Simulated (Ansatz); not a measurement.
# Al(111) with 4 layers of random Al-Os, 2x2: scattering by chemical disorder, part 2 of 2

Wanted: resistance against the alloy's length, first Al(111) with 4 layers of random Al-Os, 2x2.

Ansatz 0.2.0; Ansatz plane-wave DFT, PBE, PAW files; ballistic transport by layer matching (Landauer), zero bias; PAW set soft_1.

So far. Step 3 (With 8 alloy layers): Over the solved energies the transmission per spin lies between 0.995 and 1.01, out of 5.49 channels of the lead on average (up to 5.59).

**4. With 12 alloy layers**

In 12 layers a share of 0.5 of the sites is given to Os at random. A fresh draw is used; the growth of the resistance with length is what counts.

System of this step: Al(111) with 12 layers of random Al-Os, 2x2. The cell holds 72 atoms: 48 Al and 24 Os. Its edges and angles: a = 5.725 Å, b = 5.725 Å, c = 42.068 Å, α = 90.0°, β = 90.0°, γ = 120.0°. It derives from Al. Regions: lead, 24 atoms (24 Al); scattering region, 48 atoms (24 Os and 24 Al). The structure is stacked along c, and the current runs across the ab planes.

Input file input.yaml:

```yaml
crystal:
  lattice:
    - [5.7246940741, 0.0, 0.0]
    - [-2.862347037, 4.957730497, 0.0]
    - [0.0, 0.0, 42.0677382451]
  atoms:
    - { symbol: Al, position: [0.0, 0.0, 0.0277777778] }
    - { symbol: Al, position: [0.0, 0.5, 0.0277777778] }
    - { symbol: Al, position: [0.5, 0.0, 0.0277777778] }
    - { symbol: Al, position: [0.5, 0.5, 0.0277777778] }
    - { symbol: Al, position: [0.1666666667, 0.3333333333, 0.0833333333] }
    - { symbol: Al, position: [0.1666666667, 0.8333333333, 0.0833333333] }
    - { symbol: Al, position: [0.6666666667, 0.3333333333, 0.0833333333] }
    - { symbol: Al, position: [0.6666666667, 0.8333333333, 0.0833333333] }
    - { symbol: Al, position: [0.3333333333, 0.1666666667, 0.1388888889] }
    - { symbol: Al, position: [0.3333333333, 0.6666666667, 0.1388888889] }
    - { symbol: Al, position: [0.8333333333, 0.1666666667, 0.1388888889] }
    - { symbol: Al, position: [0.8333333333, 0.6666666667, 0.1388888889] }
    - { symbol: Os, position: [0.0, 0.0, 0.1944444444] }
    - { symbol: Al, position: [0.0, 0.5, 0.1944444444] }
    - { symbol: Os, position: [0.5, 0.0, 0.1944444444] }
    - { symbol: Os, position: [0.5, 0.5, 0.1944444444] }
    - { symbol: Os, position: [0.1666666667, 0.3333333333, 0.25] }
    - { symbol: Al, position: [0.1666666667, 0.8333333333, 0.25] }
    - { symbol: Os, position: [0.6666666667, 0.3333333333, 0.25] }
    - { symbol: Al, position: [0.6666666667, 0.8333333333, 0.25] }
    - { symbol: Al, position: [0.3333333333, 0.1666666667, 0.3055555556] }
    - { symbol: Al, position: [0.3333333333, 0.6666666667, 0.3055555556] }
    - { symbol: Al, position: [0.8333333333, 0.1666666667, 0.3055555556] }
    - { symbol: Al, position: [0.8333333333, 0.6666666667, 0.3055555556] }
    - { symbol: Os, position: [0.0, 0.0, 0.3611111111] }
    - { symbol: Os, position: [0.0, 0.5, 0.3611111111] }
    - { symbol: Al, position: [0.5, 0.0, 0.3611111111] }
    - { symbol: Al, position: [0.5, 0.5, 0.3611111111] }
    - { symbol: Os, position: [0.1666666667, 0.3333333333, 0.4166666667] }
    - { symbol: Os, position: [0.1666666667, 0.8333333333, 0.4166666667] }
    - { symbol: Al, position: [0.6666666667, 0.3333333333, 0.4166666667] }
    - { symbol: Al, position: [0.6666666667, 0.8333333333, 0.4166666667] }
    - { symbol: Os, position: [0.3333333333, 0.1666666667, 0.4722222222] }
    - { symbol: Os, position: [0.3333333333, 0.6666666667, 0.4722222222] }
    - { symbol: Os, position: [0.8333333333, 0.1666666667, 0.4722222222] }
    - { symbol: Os, position: [0.8333333333, 0.6666666667, 0.4722222222] }
    - { symbol: Al, position: [0.0, 0.0, 0.5277777778] }
    - { symbol: Os, position: [0.0, 0.5, 0.5277777778] }
    - { symbol: Al, position: [0.5, 0.0, 0.5277777778] }
    - { symbol: Os, position: [0.5, 0.5, 0.5277777778] }
    - { symbol: Os, position: [0.1666666667, 0.3333333333, 0.5833333333] }
    - { symbol: Os, position: [0.1666666667, 0.8333333333, 0.5833333333] }
    - { symbol: Os, position: [0.6666666667, 0.3333333333, 0.5833333333] }
    - { symbol: Al, position: [0.6666666667, 0.8333333333, 0.5833333333] }
    - { symbol: Al, position: [0.3333333333, 0.1666666667, 0.6388888889] }
    - { symbol: Al, position: [0.3333333333, 0.6666666667, 0.6388888889] }
    - { symbol: Al, position: [0.8333333333, 0.1666666667, 0.6388888889] }
    - { symbol: Os, position: [0.8333333333, 0.6666666667, 0.6388888889] }
    - { symbol: Al, position: [0.0, 0.0, 0.6944444444] }
    - { symbol: Al, position: [0.0, 0.5, 0.6944444444] }
    - { symbol: Al, position: [0.5, 0.0, 0.6944444444] }
    - { symbol: Al, position: [0.5, 0.5, 0.6944444444] }
    - { symbol: Al, position: [0.1666666667, 0.3333333333, 0.75] }
    - { symbol: Os, position: [0.1666666667, 0.8333333333, 0.75] }
    - { symbol: Os, position: [0.6666666667, 0.3333333333, 0.75] }
    - { symbol: Os, position: [0.6666666667, 0.8333333333, 0.75] }
    - { symbol: Al, position: [0.3333333333, 0.1666666667, 0.8055555556] }
    - { symbol: Al, position: [0.3333333333, 0.6666666667, 0.8055555556] }
    - { symbol: Os, position: [0.8333333333, 0.1666666667, 0.8055555556] }
    - { symbol: Os, position: [0.8333333333, 0.6666666667, 0.8055555556] }
    - { symbol: Al, position: [0.0, 0.0, 0.8611111111] }
    - { symbol: Al, position: [0.0, 0.5, 0.8611111111] }
    - { symbol: Al, position: [0.5, 0.0, 0.8611111111] }
    - { symbol: Al, position: [0.5, 0.5, 0.8611111111] }
    - { symbol: Al, position: [0.1666666667, 0.3333333333, 0.9166666667] }
    - { symbol: Al, position: [0.1666666667, 0.8333333333, 0.9166666667] }
    - { symbol: Al, position: [0.6666666667, 0.3333333333, 0.9166666667] }
    - { symbol: Al, position: [0.6666666667, 0.8333333333, 0.9166666667] }
    - { symbol: Al, position: [0.3333333333, 0.1666666667, 0.9722222222] }
    - { symbol: Al, position: [0.3333333333, 0.6666666667, 0.9722222222] }
    - { symbol: Al, position: [0.8333333333, 0.1666666667, 0.9722222222] }
    - { symbol: Al, position: [0.8333333333, 0.6666666667, 0.9722222222] }
kpoints:
  mp_grid: { grid: [5, 5, 1] }
hamiltonian:
  xc: pbe
  pseudopotentials: { kind: paw, azcp: { folder: soft_1 } }
scf:
  occupations: { method: fermi_dirac, width: 0.1 }
output:
  transmission:
    leads: [[0, 4]]
    kmesh: [10, 10]
    e_range: [-0.05, 0.05]
    de: 0.05
  write_potential: true
  write_density: true
  volumetric_format: npy
```

Started as:

```sh
> ansatz run input.yaml --threads 4 --pin off --max-ram 15360MiB --backend cpu --events-out ev --progress --plain --runs-dir out
```

Numbers of over 12 decimals in the logs are rounded to 6 here.

What it wrote:

```text
[...]
Crystal: 72 atoms, lattice volume = 1193.945 Å³
Basis set: ecut = 420 eV, 23469 PW (Γ)
Bands: 336, of which v1, the nominal top of the filled ones, is band 264 counted from 1 (263 counted from 0)
Symmetry: 1 space group operations
[...]
k-points: 13 of 25 (time reversal used)
[...]
SCF iter   1: F=—  HF=-299070.960961 eV  |F-HF|=—  |Δ(HF+E_count)|=         —  Δρ=6.04e-2  dr2=2.53e2  ethr=3.10e-3  ⟨swp⟩=6.2  Hψ=16857  notcnv=0  defer=4
[...]
SCF iter   9: F=-299057.561267 eV  HF=-299057.561267 eV  |F-HF|=4.98e-8  |Δ(HF+E_count)|=   2.41e-7  Δρ=1.55e-6  dr2=6.11e-8  ethr=1.89e-11  ⟨swp⟩=10.1  Hψ=15822  notcnv=0
SCF 1 converged in 9 iterations: F = -299057.561267 eV  dr2 = 6.11e-8
[...]
transmission: 351 of 3432 steps passed
transmission: 693 of 3432 steps passed
[...]
transmission: 3432 of 3432 steps passed
SCF converged after 9 iterations
Free energy (F): -299057.561267 eV
[...]
Internal energy: -299055.664622 eV  (E = F + TS)
E sigma→0 (E₀):  -299056.612945 eV
Entropy (-TS):   -1.896645 eV (-26.342 meV/atom)
Fermi energy:    12.117441 eV
[...]
--- Band table (eV; the first three rows and the last of 13) ---
  k-point 0: bands = [... 260 lower, 11.9150, 11.9262, 11.9640, 11.9759, 12.0064, 12.0202, 12.0789, 12.0945, ... 68 higher]
  k-point 1: bands = [... 260 lower, 11.9428, 11.9624, 12.0038, 12.0524, 12.0674, 12.1209, 12.1469, 12.1650, ... 68 higher]
  k-point 2: bands = [... 260 lower, 12.0389, 12.0770, 12.1213, 12.1612, 12.1927, 12.2100, 12.2501, 12.2697, ... 68 higher]
  k-point 12: bands = [... 260 lower, 12.0273, 12.0533, 12.0857, 12.1589, 12.1748, 12.1938, 12.2272, 12.2576, ... 68 higher]
--- Transmission ---
  basis      : 253 plane waves across, 66 finite elements along
  points     : 52, standing for a mesh of 10 x 10
[...]
channels       : 5.590000e0 a spin
[...]
junction   : crystal 0 to crystal 0, 0.70 to 40.43 Å
    transmission   : 7.561736e-1 a spin
[...]
```

The job ended after 15 min (4 threads of Arm Neoverse V1, shared host; peak memory 8.5 GiB).

Numbers from this step:

| Property | Result |
| --- | --- |
| free energy | -299057.5613 eV |
| energy at zero smearing | -299056.6129 eV |
| Fermi energy | 12.12 eV |
| transmission per spin nearest the Fermi level | 0.7562 |
| step of the lead's potential | 24.9 meV |

Per spin. Table of transmission, zone mean by energy, zero at the Fermi level:

```tsv
energy (eV)	transmission, zone mean
-0.0500	0.739
0.0000	0.756
0.0500	0.762
```

Over the solved energies the transmission per spin lies between 0.739 and 0.762, out of 5.46 channels of the lead on average (up to 5.59).

**5. Resistance against length**

This step: Ansatz plane-wave DFT, PBE, PAW files; ballistic transport by layer matching (Landauer), zero bias; residual resistivity from the slope of the area resistance, atoms on the host's lattice; PAW set soft_1 (Ansatz 0.2.0).

This step gave:

```
resistivity           : 154.1 µΩ cm
intercept             : -0.04337 fΩ m²
scatter about the fit : 0.1131 fΩ m²
```

Resistance, by row:

```tsv
run	length (Å)	T	channels N	RA (fΩ m²)
n4	9.348	1.843	5.463	1.317
n8	18.7	0.9996	5.49	2.997
n12	28.05	0.7524	5.463	4.198
```

The area resistance by length of the alloy:

```tsv
length of the alloy (Å)	area resistance (fΩ m²)
9.35	1.32
18.70	3.00
28.05	4.20
```

The area resistance goes from 1.3 to 4.2 fΩ m² between 9.3 and 28.0 Å, a slope of 154 µΩ cm.

By hand from the end points: (4.198 − 1.317) fΩ m² / (28.05 − 9.35) Å = 154 µΩ cm, since 1 fΩ m² per Å is 1000 µΩ cm.

**6. What came out**

* resistivity from the slope: 154 µΩ cm
* area resistance over 9.35 Å: 1.32 fΩ m²
* area resistance over 18.7 Å: 3.00 fΩ m²
* area resistance over 28.0 Å: 4.20 fΩ m²

What this shows: The slope gives 154 µΩ cm. The points scatter by 0.11 fΩ m² about the line, with one random draw a length in a 2x2 cell, so the slope is a rough value. Read with a model of isotropic scattering on a spherical Fermi surface and the lead's 1.5×10¹⁵ S/m², this slope means a mean free path near 3.3 Å (a rough figure, since the alloy's own channel count differs); over these lengths the model's slope is within 3 % of its bulk resistivity, though a free path of a few ångströms strains the picture. The atoms sit on the host's lattice, so scattering by size misfit is left out. With 50 % of Os, whose own structure is another, this is a hypothetical phase. Spin-orbit coupling is left out, which matters for Os. A lead's potential steps by up to 33 meV from period to period, which the log calls too much, so longer leads could move the result.

[Logs are printed without paths, hosts, clocks, repeated set-up lines and the standing remarks that a program may print on its own settings, such as how far it seeks lower states.]

[Hosts, paths, dates, database ids (printed as entryN), source tags and the programs' standing remarks are cut or masked in the printed files.]
